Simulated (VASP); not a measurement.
# TiSe2 (P-3m1) in VASP: further runs

One crystal, TiSe2, is run at these levels: PBE+D3(BJ); tasks: relaxation of cell and atoms.

Everything below comes from runs of VASP 6.6.1. Logs are shortened: lines on timing, memory, paths and dates and some standing lists are left out, and cuts for length are marked.

### 1 Starting point

It takes space group P-3m1 (No. 164, trigonal). Conventional cell: a = 3.533 Å, b = 3.533 Å, c = 5.995 Å, α = 90.00°, β = 90.00°, γ = 120.00°. Ti (site symmetry -3m) is surrounded by 6 Se at 2.53 Å. Se (site symmetry 3m) is surrounded by 3 Ti at 2.53 Å.

### 2 Relaxation of cell and atoms, PBE+D3(BJ)

The input, INCAR:

```
ALGO = Fast
EDIFF = 1E-7
EDIFFG = -0.002
ENCUT = 520
GGA = PE
IBRION = 2
ISIF = 3
ISMEAR = 0
IVDW = 12
LASPH = T
LCHARG = F
LREAL = F
LWAVE = F
NELM = 80
NSW = 80
PREC = Accurate
SIGMA = 0.02
```

The input, KPOINTS:

```
k-points
0
Gamma
  12 12 6
```

The input, POSCAR:

```
TiSe2
1.0
    3.5330000000      0.0000000000      0.0000000000
   -1.7665000000      3.0596677500      0.0000000000
    0.0000000000      0.0000000000      5.9950000000
Ti Se
1 2
Direct
    0.0000000000      0.0000000000      0.0000000000
    0.3333333300      0.6666666700      0.2500000000
    0.6666666700      0.3333333300      0.7500000000
```

Potentials or basis: VASP PAW PBE potentials, release 64 (Ti_sv, Se).

Started as:

```console
> cat potpaw_PBE.64/Ti_sv/POTCAR potpaw_PBE.64/Se/POTCAR > POTCAR
> mpirun -np 1 vasp_std > vasp.out
```

OUTCAR:

```text
EDIFF = 1E-7
   EDIFFG = -0.002
   ENCUT = 520
   GGA = PE
   IBRION = 2
   ISIF = 3
   ISMEAR = 0
   IVDW = 12
   LASPH = T
   LREAL = F
   NELM = 80
   NSW = 80
   PREC = Accurate
 IVDW          = 12

 ion  position               nearest neighbor table
   1  0.000  0.000  0.000-   2 2.53   3 2.53   2 2.53   3 2.53   3 2.53   2 2.53
   2  0.333  0.667  0.250-   1 2.53   1 2.53   1 2.53
   3  0.667  0.333  0.750-   1 2.53   1 2.53   1 2.53

  LATTYP: Found a hexagonal cell.
 ALAT       =     3.5330000000
 C/A-ratio  =     1.6968581942

  Lattice vectors:

 A1 = (   3.5330000000,   0.0000000000,   0.0000000000)
 A2 = (  -1.7665000000,   3.0596677500,   0.0000000000)
 A3 = (   0.0000000000,   0.0000000000,   5.9950000000)

Analysis of symmetry for initial positions (statically):
=====================================================================
 Subroutine PRICEL returns:
 Original cell was already a primitive cell.

 Routine SETGRP: Setting up the symmetry group for a
 hexagonal supercell.

 Subroutine GETGRP returns: Found 12 space group operations
 (whereof 12 operations were pure point group operations)
 out of a pool of 24 trial point group operations.

The static configuration has the point symmetry D_3d.

Analysis of symmetry for dynamics (positions and initial velocities):
=====================================================================
 Subroutine PRICEL returns:
 Original cell was already a primitive cell.

 Routine SETGRP: Setting up the symmetry group for a
 hexagonal supercell.

 Subroutine GETGRP returns: Found 12 space group operations
 (whereof 12 operations were pure point group operations)
 out of a pool of 24 trial point group operations.

The dynamic configuration has the point symmetry D_3d.

 Subroutine INISYM returns: Found 12 space group operations
 (whereof 12 operations are pure point group operations),
 and found     1 'primitive' translations

----------------------------------------------------------------------------------------

                                     Primitive cell

  volume of cell :      64.8048

  direct lattice vectors                    reciprocal lattice vectors
     3.533000000  0.000000000  0.000000000     0.283045570  0.163416436  0.000000000
    -1.766500000  3.059667750  0.000000000     0.000000000  0.326832873  0.000000000
     0.000000000  0.000000000  5.995000000     0.000000000  0.000000000  0.166805671

  length of vectors
     3.533000000  3.532999999  5.995000000     0.326832872  0.326832873  0.166805671

  position of ions in fractional coordinates (direct lattice)
     0.000000000  0.000000000  0.000000000
     0.333333330  0.666666670  0.250000000
     0.666666670  0.333333330  0.750000000

  ion indices of the primitive-cell ions
   primitive index   ion index
                 1           1
                 2           2
                 3           3

----------------------------------------------------------------------------------------

 KPOINTS: k-points

Automatic generation of k-mesh.
 Grid dimensions read from file:
 generate k-points for:   12   12    6

 Generating k-lattice:

  Cartesian coordinates                     Fractional coordinates (reciprocal lattice)
     0.023587131  0.013618036  0.000000000     0.083333333 -0.000000000  0.000000000
     0.000000000  0.027236073  0.000000000     0.000000000  0.083333333  0.000000000
     0.000000000  0.000000000  0.027800945     0.000000000  0.000000000  0.166666667

  Length of vectors
     0.027236073  0.027236073  0.027800945

  Shift w.r.t. Gamma in fractional coordinates (k-lattice)
     0.000000000  0.000000000  0.000000000

 Subroutine IBZKPT returns following result:
 ===========================================

 Found    100 irreducible k-points:

 Following reciprocal coordinates:
            Coordinates               Weight
  0.000000  0.000000  0.000000      1.000000
  0.083333  0.000000  0.000000      6.000000
  0.166667  0.000000  0.000000      6.000000
  0.250000  0.000000  0.000000      6.000000
  0.333333  0.000000  0.000000      6.000000
  0.416667  0.000000  0.000000      6.000000
[... 16 lines left out ...]
  0.166667  0.000000  0.166667      6.000000
  0.000000  0.166667  0.166667      6.000000
 [... further k-points ...]
   k-points           NKPTS =    100   k-points in BZ     NKDIM =    100   number of bands    NBANDS=     16
   number of dos      NEDOS =    301   number of ions     NIONS =      3
   total plane-waves  NPLWV =  37632
   dimension x,y,z NGX =    28 NGY =   28 NGZ =   48
   dimension x,y,z NGXF=    56 NGYF=   56 NGZF=   96
   ions per type =               1   2
   NGX,Y,Z   is equivalent  to a cutoff of  13.18, 13.18, 13.31 a.u.
   NGXF,Y,Z  is equivalent  to a cutoff of  26.35, 26.35, 26.62 a.u.
 SYSTEM =  unknown system
   PREC   = accura    normal or accurate (medium, high low for compatibility)
   ISTART =      0    job   : 0-new  1-cont  2-samecut
   ICHARG =      2    charge: 1-file 2-atom 10-const
   ISPIN  =      1    spin polarized calculation?
   LNONCOLLINEAR =      F non collinear calculations
   LSORBIT =      F    spin-orbit coupling
   LASPH  =      T    aspherical Exc in radial PAW
   ENCUT  =  520.0 eV  38.22 Ry    6.18 a.u.   6.57  6.57 11.15*2*pi/ulx,y,z
   NELM   =     80;   NELMIN=  2; NELMDL= -5     # of ELM steps
   EDIFF  = 0.1E-06   stopping-criterion for ELM
   LREAL  =      F    real-space projection
   EDIFFG = -.2E-02   stopping-criterion for IOM
   NSW    =     80    number of steps for IOM
   IBRION =      2    ionic relax: 0-MD 1-quasi-New 2-CG
   NFREE  =      1    steps in history (QN), initial steepest desc. (CG)
   ISIF   =      3    stress and relaxation
   ISYM   =      2    0-nonsym 1-usesym 2-fastsym
   POTIM  = 0.5000    time-step for ionic-motion
   TEBEG  =    0.0;   TEEND  =   0.0 temperature during run
   PSTRESS=    0.0 pullay stress
   NELECT =      24.0000    total number of electrons
   NUPDOWN=      -1.0000    fix difference up-down
   EMIN   =  10.00;   EMAX   =-10.00  energy-range for DOS
   EFERMI =   0.00;   METHOD = LEGACY
   ISMEAR =     0;   SIGMA  =   0.02  broadening in eV -4-tet -1-fermi 0-gaus
   EFERMI_NEDOS =   21; number of points for ismear=-14 and -15
   IALGO  =     68    algorithm
   IMIX   =      4    mixing-type and parameters
     AMIX     =   0.40;   BMIX     =  1.00
     AMIX_MAG =   1.60;   BMIX_MAG =  1.00
  volume/ion in A,a.u.               =      21.60       145.77
  Fermi-wavevector in a.u.,A,eV,Ry     =   1.175645  2.221647 18.805173  1.382141
  Thomas-Fermi vector in A             =   2.312022
   LORBIT       =      0    0 simple, 1 ext, 2 COOP (PROOUT), +10 PAW based schemes
   GGA     = PE    functional components
   LHFCALC =     F    Hartree Fock is set to
   AEXX    =    0.0000 exact exchange contribution
   IVDW    =    12    specifies the selected vdW correction
   LEPSILON=     F    determine dielectric tensor
   LRPA    =     F    only Hartree local field effects (RPA)
 conjugate gradient relaxation of ions
 non-spin polarized calculation
 RMM-DIIS sequential band-by-band and
 Gauss-broadening in eV      SIGMA  =   0.02
  energy-cutoff  :      520.00
  volume of cell :       64.80
 maximum number of plane-waves:      1775
 NGX is ok and might be reduce to    28

--------------------------------------- Ionic step        1  -------------------------------------------

 number of electron      23.9999999 magnetization

 Free energy of the ion-electron system (eV)
  ---------------------------------------------------
  ext. energy  EPLUGINS =         0.00000000
  ---------------------------------------------------
  free energy    TOTEN  =       -18.15556978 eV

  energy without entropy =      -18.15545759  energy(sigma->0) =      -18.15551368

------------------------ aborting loop because EDIFF is reached ----------------------------------------

 Edisp (eV)   -1.28080

 E8    (eV) :    -0.5557
[... 73 lines left out ...]
--------------------------------------- Ionic step        3  -------------------------------------------

 number of electron      24.0000004 magnetization

 E-fermi :   4.7522     XC(G=0):  -9.9789

 val. band max:        4.7474327246   @ k =   0.0833   0.0833   0.0000
 cond. band min:       4.7650865332   @ k =   0.0000   0.3333   0.3333
 fundamental gap:      0.0176538086
 Fermi energy:         4.7521756649

 k-point     1 :       0.0000    0.0000    0.0000
  band No.  band energies     occupation
      1     -52.8426      2.00000
      2     -29.0690      2.00000
      3     -29.0560      2.00000
      4     -29.0560      2.00000
      5      -9.1805      2.00000
      6      -7.7993      2.00000
[... 433 lines left out ...]
      3     -29.0640      2.00000
      4     -29.0611      2.00000
      5      -8.8316      2.00000
      6      -7.7807      2.00000
[... 8 lines left out ...]
     15       6.2296      0.00000
     16       7.5537      0.00000

 [... further k-points ...]

------------------------ aborting loop because EDIFF is reached ----------------------------------------

 Edisp (eV)   -1.27412

 E8    (eV) :    -0.5528
[... 26 lines left out ...]
  FREE ENERGIE OF THE ION-ELECTRON SYSTEM (eV)
  ---------------------------------------------------
  free  energy   TOTEN  =       -19.4535798677 eV

  energy  without entropy=      -19.4534022205  energy(sigma->0) =      -19.45349104

[... ionic steps 4 to 21 ...]

--------------------------------------- Ionic step       22  -------------------------------------------

 number of electron      24.0000002 magnetization

------------------------ aborting loop because EDIFF is reached ----------------------------------------
[... 77 lines left out ...]
--------------------------------------- Ionic step       24  -------------------------------------------

 number of electron      24.0000002 magnetization

 Free energy of the ion-electron system (eV)
  ---------------------------------------------------
  ext. energy  EPLUGINS =         0.00000000
  ---------------------------------------------------
  free energy    TOTEN  =       -18.12460607 eV

  energy without entropy =      -18.12439102  energy(sigma->0) =      -18.12449855

 E-fermi :   5.3906     XC(G=0): -10.3013

 val. band max:        5.3868901214   @ k =   0.0833   0.0000   0.0000
 cond. band min:       5.4061044706   @ k =   0.5000   0.0000   0.1667
 fundamental gap:      0.0192143492
 Fermi energy:         5.3906453348

 k-point     1 :       0.0000    0.0000    0.0000
  band No.  band energies     occupation
      1     -52.1414      2.00000
      2     -28.3746      2.00000
      3     -28.3602      2.00000
      4     -28.3602      2.00000
      5      -8.8243      2.00000
      6      -7.2081      2.00000
[... 433 lines left out ...]
      3     -28.3689      2.00000
      4     -28.3660      2.00000
      5      -8.4426      2.00000
      6      -7.2181      2.00000
[... 8 lines left out ...]
     15       6.9383      0.00000
     16       8.3063      0.00000

 [... further k-points ...]

------------------------ aborting loop because EDIFF is reached ----------------------------------------

 Edisp (eV)   -1.35150

 E8    (eV) :    -0.5863
[... 26 lines left out ...]
  FREE ENERGIE OF THE ION-ELECTRON SYSTEM (eV)
  ---------------------------------------------------
  free  energy   TOTEN  =       -19.4761046968 eV

  energy  without entropy=      -19.4758896444  energy(sigma->0) =      -19.47599717

 reached required accuracy - stopping structural energy minimisation
```

It took 20 min on 1 thread of Intel Xeon 6975P-C (Granite Rapids), shared host; peak memory 0.29 GiB.

Results:

```
Free energy                            : -19.4761 eV
Relaxed volume                         : 20.52 Å³/atom
Relaxed cell                           : a = 3.484 Å, b = 3.484 Å, c = 5.859 Å, α = 90.00°, β = 90.00°, γ = 120.00°
Space group after relaxing (to 0.05 Å) : P-3m1 (No. 164)
Energy gained by relaxing              : 13.2 meV/atom
Ionic steps                            : 24
Pressure after relaxing                : 0.0 GPa
Band gap on the k mesh                 : none (metal or under the smearing width)
Dispersion energy per atom             : -0.450 eV
```

The path:
```
step  energy change (eV)  largest force (eV/Å)  pressure (GPa)  volume (Å³)
   1              0.0000                0.4937            0.27        64.80
   2             -0.0171                0.0862           -1.37        65.14
   3             -0.0172                0.0581           -1.49        65.16
   4             -0.0283                0.1204           -0.15        63.44
   5             -0.0287                0.1343            0.18        63.03
   6             -0.0321                0.0638           -0.03        62.73
   7             -0.0357                0.1163           -0.56        61.99
   8             -0.0376                0.0840           -0.18        61.56
   9             -0.0384                0.0493            0.24        61.09
  10             -0.0390                0.0454            0.16        61.20
  11             -0.0396                0.0393           -0.12        61.50
  12             -0.0397                0.0062            0.06        61.43
  13             -0.0397                0.0101            0.05        61.43
  14             -0.0397                0.0081            0.04        61.46
  15             -0.0397                0.0026            0.04        61.54
  16             -0.0397                0.0081            0.02        61.69
  17             -0.0397                0.0055           -0.03        61.65
  18             -0.0397                0.0015           -0.03        61.59
  19             -0.0397                0.0003            0.00        61.57
  20             -0.0397                0.0006            0.00        61.58
  21             -0.0397                0.0010            0.00        61.59
  22             -0.0397                0.0022           -0.02        61.59
  23             -0.0397                0.0024           -0.02        61.59
  24             -0.0397                0.0003            0.01        61.57
```

Final structure:
```xyz
3
Lattice="3.4836 0.0000 0.0000 -1.7418 3.0169 0.0000 0.0000 0.0000 5.8586" Properties=species:S:1:pos:R:3 pbc="T T T"
Ti    0.0000    0.0000    0.0000
Se    0.0000    2.0112    1.5534
Se    1.7418    1.0056    4.3052
```

Levels at points of the mesh, in eV from the Fermi level:
| k point | band 8 | band 9 | band 10 | band 11 | band 12 | band 13 | band 14 | band 15 | band 16 |
| --- | --- | --- | --- | --- | --- | --- | --- | --- | --- |
| (0.00, 0.00, 0.00) | -2.25 | -2.25 | 0.37 | 0.51 | 0.51 | 0.57 | 0.60 | 0.60 | 3.28 |
| (0.50, 0.00, 0.00) | -3.87 | -2.94 | -2.87 | -2.25 | -1.43 | 0.04 | 1.46 | 1.88 | 3.21 |
| (0.00, 0.00, 0.50) | -2.90 | -2.17 | -2.17 | 0.28 | 0.28 | 0.49 | 0.49 | 1.27 | 3.74 |
| (0.50, 0.00, 0.50) | -4.86 | -2.83 | -2.55 | -1.12 | -0.86 | -0.26 | 1.46 | 1.85 | 3.04 |

### 3 Relaxation of cell and atoms, PBE+D3(BJ)

This run uses another cell than the first one, of 20.52 Å³/atom, 0.950 times its volume.

INCAR is that of step 2.

KPOINTS is that of step 2.

The input, POSCAR:

```
TiSe2                                   
1.0
    3.4835735343      0.0000000000      0.0000000000
   -1.7417867672      3.0168631752      0.0000000000
   -0.0000000000     -0.0000000000      5.8585781441
  Ti              Se            
     1     2
Direct
     0.0000000000000000    0.0000000000000000    0.0000000000000000
     0.3333333300000021    0.6666666699999979    0.2651492630516779
     0.6666666699999979    0.3333333300000021    0.7348507369483221
```

Potentials or basis: VASP PAW PBE potentials, release 64 (Ti_sv, Se).

Started as:

```console
> cat potpaw_PBE.64/Ti_sv/POTCAR potpaw_PBE.64/Se/POTCAR > POTCAR
> mpirun -np 1 vasp_std > vasp.out
```

It took 2 min on 1 thread of Intel Xeon 6975P-C (Granite Rapids), shared host; peak memory 0.26 GiB.

It converged, with:

- Free energy: -19.4757 eV
- Pressure after relaxing: 0.0 GPa
- Band gap on the k mesh: none (metal or under the smearing width)
- Dispersion energy per atom: -0.450 eV

Final structure:
```xyz
3
Lattice="3.4836 0.0000 0.0000 -1.7418 3.0169 0.0000 0.0000 0.0000 5.8586" Properties=species:S:1:pos:R:3 pbc="T T T"
Ti    0.0000    0.0000    0.0000
Se    0.0000    2.0112    1.5534
Se    1.7418    1.0056    4.3052
```

Levels at points of the mesh, in eV from the Fermi level:
```tsv
k point	band 8	band 9	band 10	band 11	band 12	band 13	band 14	band 15	band 16
(0.00, 0.00, 0.00)	-2.25	-2.25	0.37	0.51	0.51	0.59	0.60	0.60	3.28
(0.50, 0.00, 0.00)	-3.87	-2.94	-2.87	-2.25	-1.43	0.05	1.46	1.88	3.25
(0.00, 0.00, 0.50)	-2.90	-2.17	-2.17	0.28	0.28	0.49	0.49	1.27	3.74
```

Caveat: the relaxation stopped at its first step, so nothing moved; pairwise dispersion overbinds metals, which lowers pressure and volume.
